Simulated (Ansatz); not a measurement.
## AlN (P6_3mc): the host for defect calculations

Aim: the runs on the perfect crystal AlN (P6_3mc) that a defect calculation needs first.

Method: plane-wave PAW DFT, PBEsol; relaxation of the host's cell and atoms; PAW set soft_1, in the first sound run; inputs show where later runs differ, in Ansatz 0.2.0.

## (1) The structure

It takes space group P6_3mc (No. 186, hexagonal). The conventional cell has a = 3.129 Å, b = 3.129 Å, c = 5.017 Å, α = 90.00°, β = 90.00°, γ = 120.00°. Nearest to Al lie 4 N at 1.90 to 1.91 Å. Nearest to N lie 4 Al at 1.90 to 1.91 Å. Farther neighbours and most contacts between anions are not listed.

## (2) Host cell relaxation

Cell and atoms are relaxed together, until forces and stress fall under their thresholds.

cell/input.yaml

```yaml
crystal:
  lattice:
    - [3.1285881, 0.0, 0.0]
    - [-1.5642941, 2.7094368, 0.0]
    - [0.0, 0.0, 5.016955]
  atoms:
    - { symbol: Al, position: [0.66666667, 0.33333333, 0.499287] }
    - { symbol: Al, position: [0.33333333, 0.66666667, 0.999287] }
    - { symbol: "N", position: [0.66666667, 0.33333333, 0.880713] }
    - { symbol: "N", position: [0.33333333, 0.66666667, 0.380713] }
basis:
  ecutwfc: 420
  xc_grid: 2
hamiltonian:
  xc: pbesol
  pseudopotentials: { kind: paw, azcp: { folder: soft_1 }, xc_functional: pbe }
kpoints:
  mp_grid: { grid: [10, 10, 6] }
scf:
  occupations: { method: fixed }
  max_iter: 100
relax:
  f_tol: 0.005
  max_steps: 60
  cell: {}
output:
  forces: true
  stress: true
checkpoint:
  write: "../cell.run"
  compress: false
  write_wavefunctions: false
  write_every: 100000
```

The run is started by

```console
ansatz run input.yaml --threads 32 --pin off --max-ram 84787MiB --backend cuda --events-out ev --progress --plain --runs-dir out --max-vram 78GiB
```

Numbers of over 12 decimals in the logs are rounded to 6 here.

The program printed:

```text
[... repeated set-up lines and file paths are left out, and long positions are rounded to six places ...]
Engine: ansatz 0.2.0, aarch64-unknown-linux-gnu
Pseudopotentials: kind: paw
Pseudopotential: Al, paw, valence charge 3, recommended cutoff 420 eV (normal), soft_1/Al.paw.azcp
Pseudopotential: N, paw, valence charge 5, recommended cutoff 420 eV (normal), soft_1/N.paw.azcp
Functional definition: PBEsol
  exchange = pbesol_x
  correlation = pbesol_c
[...]
Crystal: 4 atoms, lattice volume = 42.527 Å³
Basis set: ecut = 420 eV, 833 PW (Γ), exchange–correlation on 48×48×72 points (8 copies of the dense FFT grid, shifted against one another)
Bands: 12, of which v1, the nominal top of the filled ones, is band 8 counted from 1 (7 counted from 0)
Symmetry: 12 space group operations
Space group: P63mc (ITA 186), of the structure as read, at distance tolerance 3.5e-5 Å
k-points: 56 of 600 (time reversal used)
Non-local potential: Al, projectors of the file, l = 0: 2, l = 1: 2, l = 2: 1
Non-local potential: N, projectors of the file, l = 0: 2, l = 1: 2, l = 2: 1
PAW form: soft (Blöchl's): semilocal exchange-correlation on the pseudo side does not see the compensation charge
PAW frozen core: Al, regenerated for the run's functional, and the local potential with it (the file was generated under x = pbe(κ = 0.804, μ = 0.219515), c = pbe(β = 0.066725))
PAW frozen core: N, regenerated for the run's functional, and the local potential with it (the file was generated under x = pbe(κ = 0.804, μ = 0.219515), c = pbe(β = 0.066725))
PAW one-centre angular grid: Al, 110 points (default); XC on 64 Gauss nodes
PAW one-centre angular grid: N, 110 points (default); XC on 64 Gauss nodes
Initial density: superposition of atomic densities (chi_scale 0.1, normalization cell, long waves kept (reshape's long-wave potential 0.00 eV rms))
Initial wavefunctions: pseudopotential atomic-orbital guess
[...]
Functional: x = pbesol(κ = 0.804, μ = 0.123457), c = pbesol(β = 0.046)
SCF iter   1: F=—  HF=-1814.557047 eV  |Δ(HF+E_count)|=         —  Δρ=1.27e-1  dr2=8.60e0  Hψ=3644
preconditioner: auto → none  [insulator: Δε(μ)=5.225 eV  Ē_g=13.993 eV  n_scr=2 (ndim 8)  ℏωp=22.8 eV  f_vac=0.000  ε∞_Penn≈3.6]
SCF iter   2: F=—  HF=-1812.338241 eV  |Δ(HF+E_count)|=    2.22e0  Δρ=7.34e-2  dr2=1.37e0  Hψ=1952
[...]
SCF iter   7: F=-1811.918512 eV  HF=-1811.918512 eV  |Δ(HF+E_count)|=   8.08e-9  Δρ=3.08e-6  dr2=1.58e-9  Hψ=2447
SCF 1 converged in 7 iterations: F = -1811.918512 eV  dr2 = 1.58e-9
  greatest PAW one-centre occupation: 0.786 electrons in one spin orbital (limit 2), on the N atom at site 3 (counted from 0), in its partial waves of l = 0
relax step   1: F+E_penalty+E_count = -1811.91851187 eV  Δ(F+E_penalty+E_count) = +0.000e0 eV  max|allowed force component| = 6.017e-3 eV/Å  Δτ_max = 0.0000 Å  P = -3.168 GPa  Ω = 42.527 Å³  (7 SCF iters, dr2 threshold 1.00e-7 eV, accepted)
[... the SCF cycles and remarks between the steps are left out from here to the last step ...]
relax step   2: F+E_penalty+E_count = -1811.92433892 eV  Δ(F+E_penalty+E_count) = -5.827e-3 eV  max|allowed force component| = 6.283e-3 eV/Å  Δτ_max = 0.0007 Å  P = -1.560 GPa  Ω = 42.176 Å³  energy of the carried Pulay correction = +6.009e-4 eV  (4 SCF iters, dr2 threshold 4.00e-7 eV, accepted)
relax step   3: F+E_penalty+E_count = -1811.92652539 eV  Δ(F+E_penalty+E_count) = -2.186e-3 eV  max|allowed force component| = 2.368e-3 eV/Å  Δτ_max = 0.0006 Å  P = +0.035 GPa  Ω = 41.842 Å³  energy of the carried Pulay correction = +1.177e-3 eV  (4 SCF iters, dr2 threshold 4.00e-7 eV, accepted)
[...]
iter 1 solved again at ethr=8.04e-9 eV; its pass at ethr=3.10e-3 eV (dr2=1.29e-6 eV) is discarded
SCF iter   1: F=—  HF=-1811.925457 eV  |Δ(HF+E_count)|=         —  Δρ=6.95e-5  dr2=3.41e-7  Hψ=5748
[...]
SCF iter   2: F=—  HF=-1811.925428 eV  |Δ(HF+E_count)|=   2.89e-5  Δρ=3.24e-5  dr2=9.34e-8  Hψ=1120
SCF iter   3: F=—  HF=-1811.925428 eV  |Δ(HF+E_count)|=   1.08e-7  Δρ=1.39e-5  dr2=1.51e-8  Hψ=1029
SCF iter   4: F=—  HF=-1811.925428 eV  |Δ(HF+E_count)|=   2.12e-8  Δρ=9.67e-7  dr2=1.01e-10  Hψ=1084
SCF iter   5: F=-1811.925428 eV  HF=-1811.925428 eV  |Δ(HF+E_count)|=  1.50e-10  Δρ=2.44e-7  dr2=5.57e-12  Hψ=3999
SCF 4 converged in 5 iterations: F = -1811.925428 eV  dr2 = 5.57e-12
relax step   4: F+E_penalty+E_count = -1811.92542837 eV  Δ(F+E_penalty+E_count) = +1.097e-3 eV  max|allowed force component| = 2.387e-3 eV/Å  Δτ_max = 0.0000 Å  P = -0.020 GPa  Ω = 41.842 Å³  stress off target by 2.17e-2 GPa  SCF on the basis re-selected at this cell (its energy is not comparable with the rows above)  (5 SCF iters)
basis re-selected at this cell: Δ(F+E_penalty+E_count) = +1.097e-3 eV, ΔP = -0.055 GPa vs the last step (what re-selecting the basis moved, of the pressure what is left beyond the Pulay correction that the steps carried, after the strain that the cell walked [...]
SCF converged after 5 iterations
Free energy (F): -1811.925428 eV
Harris-Foulkes:  -1811.925428 eV  (|F-HF|=1.11e-11)
Internal energy: -1811.925428 eV  (E = F + TS)
E sigma→0 (E₀):  -1811.925428 eV
Fermi energy:    7.033609 eV
--- Per-component energies (eV) ---
  E_band       = 28.451425
  E_kinetic    = 311.969992
  E_local      = -418.982558  (includes V_loc(G=0)·N_el)
  E_nonlocal   = 89.682408
  E_hartree    = 153.510501
  E_xc         = -195.984128
  E_vxc        = -213.006687  (∫ρ·V_xc dr)
  E_paw        = -1160.730401  (= ΣΔE_a)
  E_vpaw       = -48.234416  (= ΣTr[D̂ρ^β])
  E_aug_tail   = 0.001678  (compensation charges beyond the density's cutoff)
  E_ewald      = -591.487397
  E_core_change = 0.094476  (= ΣΔE_core)
  E_smearing   = -0.000000  (= −TS)
  E_closure    = -0.000000  (closes the sum)
  Σ components = -1811.925428   (vs F -1811.925428, Δ=0.00e0)
--- Forces (eV/Å), atoms counted from 1 ---
  atom   1  Al     0.00000000     0.00000000    -0.00238719
  atom   2  Al    -0.00000000    -0.00000000    -0.00238719
  atom   3  N      0.00000000    -0.00000000     0.00238643
  atom   4  N     -0.00000000     0.00000000     0.00238643
  max |Σ_I F_I| component: 1.52e-6 eV/Å
--- Stress (GPa, compression-positive) ---
       -0.021658       0.000000       0.000000
        0.000000      -0.021658       0.000000
        0.000000       0.000000      -0.015229
  P = ⅓ Tr σ = -0.0195 GPa (-0.195 kbar)
--- Band table (eV; the first three rows and the last of 56) ---
  k-point 0: bands = [... 4 lower, 6.1582, 6.8112, 6.8112, 7.0336, 11.1302, 13.5763, 17.5234, 18.0476]
  k-point 1: bands = [... 4 lower, 6.1996, 6.4221, 6.7649, 6.7649, 11.6301, 13.6438, 17.3475, 18.0159]
  [... further k-points left out ...]
--- Relaxed structure (3 steps of the walk, 3 accepted, 1 SCFs on fresh bases) ---
  F+E_penalty+E_count = -1811.92542837 eV   max|allowed force component| = 2.387e-3 eV/Å   (the final SCF, on the basis selected at the relaxed cell)
  cell:  # Å, volume = 41.8416 Å³
    - [3.113607, 2.8729285943171094e-8, 0.0]
    - [-1.556804, 2.696463, 0.0]
    - [0, 0.0, 4.983677]
  atoms:
    - { symbol: Al, position: [0.666667, 0.333333, 0.499034] }
    - { symbol: Al, position: [0.333333, 0.666667, 0.999034] }
    - { symbol: N, position: [0.666667, 0.333333, 0.880966] }
    - { symbol: N, position: [0.333333, 0.666667, 0.380966] }
```

The job ended after 2.1 s (1 × NVIDIA GB200 with 32 threads of Arm Neoverse V2, shared host; peak memory 0.97 GiB; 7.1 s of CPU time).

The steps of the relaxation:

| step | energy less that of the first step (eV) | largest force component (eV/Å) | pressure (GPa) | volume (Å³) |
| --- | --- | --- | --- | --- |
| 1 | 0.0000 | 0.0060 | -3.17 | 42.53 |
| 2 | -0.0058 | 0.0063 | -1.56 | 42.18 |
| 3 | -0.0080 | 0.0024 | 0.04 | 41.84 |
| 4* | -0.0069 | 0.0024 | -0.02 | 41.84 |

Relaxation steps marked * repeat the geometry before them on a plane-wave basis chosen anew for their cell, so energy and pressure can jump there.

The run keeps the 12 symmetry operations that it works with, so distortions that break them were not tested.

| conventional cell, symmetrised | before | after | change |
| --- | --- | --- | --- |
| a (Å) | 3.129 | 3.114 | -0.5 % |
| b (Å) | 3.129 | 3.114 | -0.5 % |
| c (Å) | 5.017 | 4.984 | -0.7 % |
| volume (Å³/atom) | 10.63 | 10.46 | -1.6 % |

The relaxed structure:

```xyz
4
Lattice="3.1136 0.0000 0.0000 -1.5568 2.6965 0.0000 0.0000 0.0000 4.9837" Properties=species:S:1:pos:R:3 pbc="T T T"
Al    1.5568    0.8988    2.4870
Al    0.0000    1.7977    4.9788
N     1.5568    0.8988    4.3905
N     0.0000    1.7977    1.8986
```

Numbers from this step:

```yaml
pressure: -0.01951 GPa
```

The relaxation ends with a largest force component of 0.0024 eV/Å and a pressure of -0.02 GPa.

## (3) Dielectric tensors of the host

The response to a uniform electric field gives the electronic dielectric tensor.

This step: plane-wave PAW DFPT, PBEsol; dielectric tensors, Born charges and zone-centre modes of the host; PAW set soft_1 (Ansatz 0.2.0).

eps/input.yaml

```yaml
crystal:
  lattice:
    - [3.1136073585, 2.87e-08, 0.0]
    - [-1.5568037041, 2.6964630555, 0.0]
    - [0.0, 0.0, 4.9836767961]
  atoms:
    - { symbol: Al, position: [0.6666666667, 0.3333333333, 0.4990341637] }
    - { symbol: Al, position: [0.3333333333, 0.6666666667, 0.9990341637] }
    - { symbol: "N", position: [0.6666666667, 0.3333333333, 0.8809658363] }
    - { symbol: "N", position: [0.3333333333, 0.6666666667, 0.3809658363] }
basis:
  ecutwfc: 420
hamiltonian:
  xc: pbesol
  pseudopotentials: { kind: paw, azcp: { folder: soft_1 }, xc_functional: pbe }
kpoints:
  mp_grid: { grid: [9, 9, 5] }
scf:
  occupations: { method: fixed }
  max_iter: 100
phonons:
  method: dfpt
  dielectric: true
  rigid_motions: translations
```

The program printed:

```text
[...]
Crystal: 4 atoms, lattice volume = 41.842 Å³
Basis set: ecut = 420 eV, 809 PW (Γ), exchange–correlation on 48×48×72 points (8 copies of the dense FFT grid, shifted against one another)
Bands: 12, of which v1, the nominal top of the filled ones, is band 8 counted from 1 (7 counted from 0)
Symmetry: 12 space group operations
k-points: 115 of 405 (irreducible under 2 space group operations, time reversal used)
[...]
SCF iter   1: F=—  HF=-1814.635252 eV  |Δ(HF+E_count)|=         —  Δρ=1.30e-1  dr2=8.74e0  Hψ=7440
[...]
SCF iter   2: F=—  HF=-1812.336179 eV  |Δ(HF+E_count)|=    2.30e0  Δρ=7.33e-2  dr2=1.32e0  Hψ=3991
[...]
SCF iter   9: F=-1811.925442 eV  HF=-1811.925442 eV  |Δ(HF+E_count)|=  4.55e-11  Δρ=4.74e-8  dr2=4.89e-13  Hψ=5317
SCF 1 converged in 9 iterations: F = -1811.925442 eV  dr2 = 4.89e-13
[...]
the response reads at least the filled bands of the reference SCF and the lowest empty band at each k-point, and that SCF's band table does not vouch for those bands. The notice of the band table in this run's record says why
[...]
NSCF: frozen V_eff on 1 k-points
[...]
NSCF: frozen V_eff on 36 k-points, pencils in batches of 32, up to order 48
[...]
DFPT response loops at q = (0, 0, 0) (fractional): preconditioner auto → none (the input reference at scf.mixing.eps_inf says where Resta's filter doesn't serve); β = 0.50; Anderson in place of MSR1; [...]
[...]
DFPT response loops at Γ: preconditioner auto → none (the input reference at scf.mixing.eps_inf says where Resta's filter doesn't serve); β = 0.50; Broyden in place of MSR1
── the response to a field inside a basis, on 10×10×6 k-points: an SCF that follows is theirs, and a resumed run solves both again ──
[...]
Bands: 9, of which v1, the nominal top of the filled ones, is band 8 counted from 1 (7 counted from 0)
k-points: 90 of 600 (irreducible under 4 space group operations, time reversal used)
[...]
Eigensolver: Dense (90 Hₖ)
SCF iter   1: F=—  HF=-1811.925016 eV  |Δ(HF+E_count)|=         —  Δρ=2.27e-4  dr2=3.19e-6
[...]
SCF iter   4: F=-1811.925019 eV  HF=-1811.925019 eV  |Δ(HF+E_count)|=   4.26e-8  Δρ=3.50e-6  dr2=1.46e-9
SCF 1 converged in 4 iterations: F = -1811.925019 eV  dr2 = 1.46e-9
[...]
SCF converged after 9 iterations
Free energy (F): -1811.925442 eV
[...]
Internal energy: -1811.925442 eV  (E = F + TS)
E sigma→0 (E₀):  -1811.925442 eV
Fermi energy:    7.033630 eV
[...]
--- Band table (eV; the first three rows and the last of 115) ---
  k-point 0: bands = [... 4 lower, 6.1582, 6.8113, 6.8113, 7.0336, 11.1302, 13.5763, 17.5234, 18.0476]
  k-point 1: bands = [... 4 lower, 6.2173, 6.2173, 6.7454, 6.7454, 11.8098, 13.6665, 17.2838, 18.0120]
  [... further k-points left out ...]
--- Phonons (Γ-DFPT): 4 representative perturbations + reference (Σ response iterations 20) ---
  k mesh reduced under 2 symmetry operations, with k and −k counted as one. Each operation leaves every solved perturbation unchanged. A smaller set is not considered because the run solves the response to a homogeneous field
  ASR residual: 1.620e-4 → 0.000e0 eV/Å²; symmetrization residual: 4.257e-7 eV/Å²
  ASR residual per site (eV/Å²): 1.62e-4 1.62e-4 7.92e-5 7.92e-5
  Γ frequencies (cm⁻¹): 0.00 0.00 0.00 234.93 234.93 542.18 606.42 651.64 651.64 662.93 662.93 712.94
  ε∞ (high-frequency dielectric tensor):
        4.495803     0.000000     0.000000
        0.000000     4.495803     0.000000
        0.000000     0.000000     4.728151
  ε⁰ (static dielectric tensor: ions relaxed, cell fixed):
        8.198581     0.000000     0.000000
        0.000000     8.198581     0.000000
        0.000000     0.000000     9.741989
  ε⁰ − ε∞ (ionic part):
        3.702778     0.000000     0.000000
        0.000000     3.702778     0.000000
        0.000000     0.000000     5.013838
  softest optical mode at Γ: 234.93 cm⁻¹; the repairs (sum rule, projections) moved no ω² at Γ by more than (1.32 cm⁻¹)²
  Born effective charges Z* (e; rows j = field, columns β = displacement):
    site 0:
         2.52572    0.00000   -0.00000
         0.00000    2.52572   -0.00000
         0.00000   -0.00000    2.68851
    site 1:
         2.52572    0.00000   -0.00000
         0.00000    2.52572   -0.00000
         0.00000    0.00000    2.68851
    site 2:
        -2.52572   -0.00000    0.00000
        -0.00000   -2.52572    0.00000
        -0.00000    0.00000   -2.68851
    site 3:
        -2.52572   -0.00000   -0.00000
        -0.00000   -2.52572    0.00000
         0.00000   -0.00000   -2.68851
  Z* charge neutrality: 8.132e-4 e pre-enforcement
  solved inside a basis spanned on kpoints, on 10×10×6 k-points, its susceptibility summed on 16×16×10: ε∞ is read to err by 1.3e-2, Z* by 1.0e-2 e (field_mesh: kpoints solves on kpoints); Z* is corrected for what the basis lacks
  optical modes at Γ without the LO–TO term, one row a degenerate level:
      ω (cm⁻¹)  modes    IR ((D/Å)²/amu)
        234.93      2             0.0000
        542.18      1             0.0000
        606.42      1            36.1714
        651.64      2             0.0000
        662.93      2            63.8475
        712.94      1             0.0000
  optical modes at Γ + LO–TO along q̂ = [1.0000, 0.0000, 0.0000]:
      ω (cm⁻¹)  modes    IR ((D/Å)²/amu)
        234.93      2             0.0000
        542.18      1             0.0000
        606.42      1            36.1714
        651.64      2             0.0000
        662.93      1            31.9238
        712.94      1             0.0000
        895.23      1            31.9238
  optical modes at Γ + LO–TO along q̂ = [0.0000, 1.0000, 0.0000]:
      ω (cm⁻¹)  modes    IR ((D/Å)²/amu)
        234.93      2             0.0000
        542.18      1             0.0000
        606.42      1            36.1714
        651.64      2             0.0000
        662.93      1            31.9238
        712.94      1             0.0000
        895.23      1            31.9238
  optical modes at Γ + LO–TO along q̂ = [0.0000, 0.0000, 1.0000]:
      ω (cm⁻¹)  modes    IR ((D/Å)²/amu)
        234.93      2             0.0000
        542.18      1             0.0000
        651.64      2             0.0000
        662.93      2            63.8475
        712.94      1             0.0000
        870.47      1            36.1714
```

The job ended after 6.8 s (1 × NVIDIA GB200 with 32 threads; peak memory 1.3 GiB; 54 s of CPU time).

Electronic dielectric tensor:

```
4.50 0.00 0.00
0.00 4.50 0.00
0.00 0.00 4.73
```

Static dielectric tensor:

```
8.20 0.00 0.00
0.00 8.20 0.00
0.00 0.00 9.74
```

The principal values of the electronic dielectric tensor are 4.50, 4.50 and 4.73. The principal values of the static dielectric tensor are 8.20, 8.20 and 9.74.

[end of part 1 of 3]

[Logs are printed without paths, hosts, clocks, repeated set-up lines and the standing remarks that a program may print on its own settings, such as how far it seeks lower states.]

[Hosts, paths, dates, database ids (printed as entryN), source tags and the programs' standing remarks are cut or masked in the printed files.]

[Runs of the host that timed out are not shown.]

[For some hosts the program warned that the k-mesh of the response run may be too coarse for force constants and the static dielectric constant; such warnings are not always shown.]
